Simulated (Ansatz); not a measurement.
Runs of Ansatz 0.2.0 on SnSe2. The structure is trigonal, space group P-3m1 (No. 164). The conventional cell has a = 3.811 Å, b = 3.811 Å, c = 6.136 Å, α = 90.00°, β = 90.00°, γ = 120.00°. Around Sn (site symmetry -3m) lie 6 Se at 2.68 Å. Around Se (site symmetry 3m) lie 3 Sn at 2.68 Å. 

```tsv
task	level	spin	k mesh	cutoff (eV)	smearing	points for each segment of the path	atoms under strain	gap on the mesh (eV)	pressure (GPa)	largest force (eV/Å)
band structure	BLYP	off	8 × 8 × 5	420	fermi-dirac 0.05 eV	14	-	0.80	9.6	1.05
band structure	SVWN5	off	8 × 8 × 5	420	fermi-dirac 0.05 eV	14	-	(b)	0.7	0.47
band structure	r2SCAN	SOC, no magnetisation	8 × 8 × 5	500	fermi-dirac 0.05 eV	14	-	1.05	3.6	0.52
elastic constants	PBEsol	off	7 × 7 × 4	420	fixed	-	relaxed	(a)	0.3	-
```

Alike in all rows: potentials or basis Ansatz PAW; cell as given.

Q: Estimate the missing entries.

A: (a) 0.65; (b) 0.67.

Caveats: the PAW data sets come from PBE, with cores solved anew for the run's functional, which leaves a small shift of forces and pressure; spin-orbit coupling is left out, which moves the levels of the heavy elements (some runs); the k mesh misses the band edges, so the gap on the mesh is wider than the one along the path (some runs); this functional lacks dispersion, which binds the layers, so the pressure and a relaxed spacing across them are unreliable (some runs); forces of over 1 eV/Å show positions far from the minimum, so gaps and moduli don't describe the material at rest (some runs); odd divisions of the mesh miss points on the zone boundary, where band edges often lie, so the gap on the mesh can be too wide (some runs).

A k mesh can miss the band edges, and rows without SOC leave out spin-orbit coupling on Se, Sn.

Runs at the PBE level aren't shown here.
